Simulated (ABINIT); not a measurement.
## InAs: band structure with revPBE

**Measured values to compare with.**

A printed reference work, data compilation reports, for a bulk crystal of InAs at 4.2 K: band gap 0.418 eV (direct).

InAs:

```
In As
1.0
     0.00000    3.01800    3.01800
     3.01800    0.00000    3.01800
     3.01800    3.01800    0.00000
In As
1 1
Direct
  0.00000 0.00000 0.00000
  0.75000 0.75000 0.75000
```

| Quantity | Value |
| --- | --- |
| Program | ABINIT 10.8.3 (patched build) |
| Task | band structure |
| Functional | revPBE |
| Potentials or basis | JTH PAW PBE v2.0 |
| Cutoff | 463 eV |
| k mesh | 8 × 8 × 8 |
| Occupations | fermi-dirac, width 0.05 eV |
| Spin | no spin polarisation |
| Fine-grid cutoff | 925.187 eV |
| Exchange and correlation inside the PAW spheres | full angular mesh (pawxcdev 0, this build's default; the released program takes 1) |

```json
{"Band gap on the k mesh": "none (metal or under the smearing width)", "Valence electrons inside the program's atomic spheres": "In 11.22; As 12.70"}
```

Levels at the corners of the path, in eV from the Fermi level:
```
point  band 12  band 13  band 14  band 15  band 16  band 17
    Γ    -0.15    -0.05    -0.05    -0.05     3.89     3.89
    X    -5.89    -2.39    -2.39     1.58     2.07     9.27
    W    -5.75    -3.00    -2.92     4.20     4.31     5.02
    K    -5.75    -3.32    -2.01     2.13     4.28     7.35
    Γ    -0.15    -0.05    -0.05    -0.05     3.89     3.89
    L    -5.81    -1.05    -1.05     0.98     4.67     4.67
    U    -5.75    -3.32    -2.01     2.13     4.28     7.35
    W    -5.75    -3.00    -2.92     4.20     4.31     5.02
    L    -5.81    -1.05    -1.05     0.98     4.67     4.67
    K    -5.75    -3.32    -2.01     2.13     4.28     7.35
```

Run time: 110 s on 1 thread of Arm Neoverse V1, with other jobs on the host, peak memory 0.16 GiB.

A measured gap of InAs is 0.418 eV (direct; 4.2 K; a printed reference work, data compilation); the calculated 0.00 eV misses it by -0.42 eV. Spin-orbit coupling on As, In is left out. The value is that of revPBE on a finite k mesh, which can miss the band edges, without temperature or zero-point motion. Semilocal functionals fall short of measured gaps as a rule.

Caveat: spin-orbit coupling is left out, which moves the levels of the heavy elements; this crystal is a semiconductor, whose small gap the functional closes, so the metal is an error of the method.
